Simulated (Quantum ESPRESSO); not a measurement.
GaN:

```
Ga N
1.0
     3.18000    0.00000    0.00000
    -1.59000    2.75396    0.00000
     0.00000    0.00000    5.16600
Ga N
2 2
Cartesian
  1.5900 0.9180 2.5830
  0.0000 1.8360 0.0000
  1.5900 0.9180 4.5203
  0.0000 1.8360 1.9373
```

```yaml
Program: Quantum ESPRESSO 7.5
Task: Wannier functions
Functional: PBE
Potentials_or_basis: GBRV 1.5 PBE
Cutoff: 762 eV
Density_cutoff: 6095 eV
k_mesh: 8 × 8 × 4
Occupations: fermi-dirac, width 0.05 eV
Spin: no spin polarisation
Mixing_beta: 0.5
Most_SCF_iterations: 120
SCF_threshold: 8e-10 Ry
k_mesh_for_the_Wannier_functions: 6 × 6 × 3
Projections: Ga spd, N sp
```

Start: atomic projections with disentanglement, frozen window up to 2.0 eV over the reference level; the lowest 6 bands are left out. The reference level is the Fermi level, or the middle of the gap.

**Question.** With atomic projections with disentanglement, how many functions result, how localised are they, and how well do they interpolate the bands?

**Answer.** 26 functions with spreads from 0.26 to 1.01 Å², 14.6 Å² in all; they miss the direct bands by 6 meV (root mean square).

Wannier functions:
```csv
function,nearest atom,distance (Å),spread (Å²),on-site energy from the reference level (eV)
1,1 Ga,0.73,0.98,4.14
2,1 Ga,0.73,1.01,4.22
3,1 Ga,0.73,0.98,4.13
4,1 Ga,0.73,0.98,4.17
5,1 Ga,0.05,0.29,-12.52
6,1 Ga,0.04,0.26,-13.49
7,1 Ga,0.04,0.26,-13.50
8,1 Ga,0.04,0.27,-13.15
9,1 Ga,0.04,0.27,-13.18
10,2 Ga,0.73,0.98,4.14
11,2 Ga,0.74,1.01,4.22
12,2 Ga,0.73,0.98,4.13
13,2 Ga,0.73,0.98,4.17
14,2 Ga,0.05,0.29,-12.53
15,2 Ga,0.04,0.26,-13.49
16,2 Ga,0.04,0.26,-13.50
17,2 Ga,0.04,0.27,-13.14
18,2 Ga,0.04,0.27,-13.17
19,3 N,0.36,0.50,-3.16
20,3 N,0.37,0.50,-3.22
21,3 N,0.36,0.50,-3.16
22,3 N,0.36,0.50,-3.16
23,4 N,0.36,0.50,-3.16
24,4 N,0.37,0.50,-3.25
25,4 N,0.36,0.50,-3.16
26,4 N,0.36,0.50,-3.16
```

Parts of the spread (Å²): invariant 12.25, diagonal 0.003, off-diagonal 2.35, total 14.61. Against the direct bands the interpolation misses by 6 meV (root mean square) and 45 meV at most, for states up to 1 eV over the reference level.

Caveat: the Wannier minimisation didn't converge.
